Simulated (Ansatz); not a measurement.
# CaF2 (Fm-3m): relaxations under a series of pressures, by script

How does CaF2 (Fm-3m) give way under pressure? The task is relaxations under a series of pressures, for CaF2 (Fm-3m).

Computed with the Python package of Ansatz 0.2.0. Level of theory: DFT LDA, plane waves, PAW.

### 1 Starting point

It takes space group Fm-3m (No. 225, cubic). The conventional cell has a = 5.462 Å, b = 5.462 Å, c = 5.462 Å, α = 90.00°, β = 90.00°, γ = 90.00°. Ca (site symmetry m-3m) has 8 F at 2.37 Å as nearest neighbours. F (site symmetry -43m) is surrounded by 4 Ca at 2.37 Å.

The script holds or builds the structure itself.

### 2 Script

File compress_caf2.py:

```python
"""Cell of CaF2 under pressure."""

import warnings

import ansatz as az
import numpy as np
import pandas as pd

def edges_and_angles(cell):
    cell = np.asarray(cell)
    a, b, c = np.linalg.norm(cell, axis=1)
    cosines = cell[1] @ cell[2] / (b * c), cell[0] @ cell[2] / (a * c), cell[0] @ cell[1] / (a * b)
    return (a, b, c, *np.degrees(np.arccos(cosines)))

warnings.simplefilter("ignore", az.DeckWarning)

lattice = az.Lattice.of(
    (0.0, 2.731, 2.731),
    (2.731, 0.0, 2.731),
    (2.731, 2.731, 0.0),
)
sites = [
    ("Ca", (0.0, 0.0, 0.0)),
    ("F", (0.25, 0.25, 0.25)),
    ("F", (0.75, 0.75, 0.75)),
]
cell = az.Crystal(lattice=lattice)
for symbol, position in sites:
    cell = cell.atom(symbol, position)

setup = (
    cell.calculation()
    .kpoints(8, 8, 8, center="gamma")
    .functional("LDA")
    .occupations("Fixed")
    .basis(38 * az.Ry)
)

# H = F + PV, with 1 GPa A^3 = 1/160.21766 eV
rows = []
for pressure in [0, 2, 4, 6, 8]:
    out = setup.relax(cell=True, pressure=pressure, force_tolerance=0.02, max_steps=60).run()
    cell = out.lattice.cell_ang
    n_atoms = len(out.lattice.sites)
    volume = abs(np.linalg.det(cell)) / n_atoms
    enthalpy = out.report["free_energy_ev"] / n_atoms + pressure * volume / 160.21766
    rows.append((pressure, volume, enthalpy, *edges_and_angles(cell)))
    print(f"{pressure} GPa done: {volume:.4f} A^3/atom")

table = pd.DataFrame(rows, columns=["P_GPa", "V_A3_atom", "H_eV_atom", "a", "b", "c", "alpha", "beta", "gamma"])
print(table.round(4).to_string(index=False))
p, v = np.array([row[0] for row in rows], float), np.array([row[1] for row in rows])
print("mean bulk modulus between rows (GPa):", np.round(-np.diff(p) / np.diff(np.log(v)), 1))
```

### 3 The input behind the calls

The package turns the script's settings into the engine's input (first run):

```yaml
crystal:
  lattice:
    - [0.0, 2.731, 2.731]
    - [2.731, 0.0, 2.731]
    - [2.731, 2.731, 0.0]
  atoms:
    - { symbol: Ca, position: [0.0, 0.0, 0.0] }
    - { symbol: F, position: [0.25, 0.25, 0.25] }
    - { symbol: F, position: [0.75, 0.75, 0.75] }
basis:
  ecutwfc: 517.016338673772
kpoints:
  mp_grid:
    grid: [8, 8, 8]
    shift: [0.0, 0.0, 0.0]
hamiltonian:
  xc: lda
scf:
  occupations:
    method: fixed
relax:
  f_tol: 0.02
  max_steps: 60
  cell:
    p_target: 0.0
```

### 4 Launch

Run with:

```
python compress_caf2.py
```

**Question.** How far does the cell shrink over this series of pressures, and what bulk modulus does the first step imply?

The runs gave:

```
                                   quantity             value
bulk modulus between neighbouring pressures  106 to 132.2 GPa
                              runs compared                 5
                            range of energy    19.36 meV/atom
```

In words: The crystal stiffens as it is compressed. The volume falls from 12.59 Å³ an atom at 0 GPa to 11.77 at 8 GPa, by 6.5 %. Between 0 and 2 GPa, -V dP/dV is about 106 GPa, a mean over that step. In run 1, over 3 moves the cell shrank by 7.3 % in volume, and the space group stayed Fm-3m. In run 5, the volume shrank by 13.4 % over 3 moves under the 8 GPa asked, and the space group stayed Fm-3m. Caveats:
- At a fixed pressure a relaxation lowers the enthalpy F + PV, while F alone can rise.
- Edges and angles that the script prints are those of the cell as typed, here a primitive one.
- Symmetry holds the cell in this phase, so another phase that may be stable under pressure is not reached.
